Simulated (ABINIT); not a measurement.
A run of ABINIT 10.8.3 (patched build):

The input run.abi:

```
pp_dirpath "./"
pseudos "Pt.LDA_PW-JTH.xml, Se.LDA_PW-JTH.xml"

acell 7.0373400881 7.0373400881 9.5657936429
rprim
     1.0000000000     0.0000000000     0.0000000000
    -0.5000000000     0.8660254038     0.0000000000
     0.0000000000     0.0000000000     1.0000000000
ntypat 2
znucl 78 34
natom 3
typat 1 2 2
xcart
     0.0000000000     0.0000000000     0.0000000000
     3.5186700444     2.0315050969     7.1743452321
    -0.0000000004     4.0630101945     2.3914484107
chkprim 0
chksymtnons 0
tolsym 1.0e-6

ecut 435.382180 eV
pawecutdg 32.0
pawovlp -1

kptopt 1
ngkpt 8 8 5
nshiftk 1
shiftk 0.0 0.0 0.0

ixc 7

nband 15
occopt 3
tsmear 0.05 eV

nstep 100
tolvrs 1.0e-9

iomode 3
prtwf 0
prtden 0
prteig 0
prtebands 0
enunit 1

ionmov 22
ntime 60
tolmxf 5.0e-5
optcell 2
dilatmx 1.08
ecutsm 0.5
```

Potentials or basis: JTH PAW LDA v2.0.

Launch:

```sh
$ abinit run.abi > log 2>&1
```

Hardware: 1 thread of Arm Neoverse V1, on a shared host.

Problem. Estimate the wall time of this run.

Solution. Wall time 6.2 min on 1 thread of Arm Neoverse V1 (shared host), peak memory 0.12 GiB. Counts: scf iterations 149, mpi ranks 1, k points 40, bands 15, plane waves 1594, ion steps 10.
